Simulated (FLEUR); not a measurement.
Crystal: ZnSe (Stilleite).

```xyz
2
Lattice="0.0000 2.8338 2.8338 2.8338 0.0000 2.8338 2.8338 2.8338 0.0000" Properties=species:S:1:pos:R:3 pbc="T T T"
Se    4.2507    4.2507    4.2507
Zn    0.0000    0.0000    0.0000
```

Base run:

| Property | Result |
| --- | --- |
| Program | FLEUR MaX-R8.1 (later development tree) |
| Functional | LDA |
| Potentials or basis | all-electron |
| Basis | FLAPW |
| Kmax | 4.56 1/bohr |
| k mesh | 8 × 8 × 8 |
| Occupations | fermi-dirac, width 0.05 eV |
| Spin | no spin polarisation |

Its results: band gap on the k mesh 1.03 eV, direct.

**Question.** The run is repeated on the same cell with these changes: functional from LDA to PBEsol. What comes out?

**Answer.** Band gap on the k mesh 1.17 eV, direct.
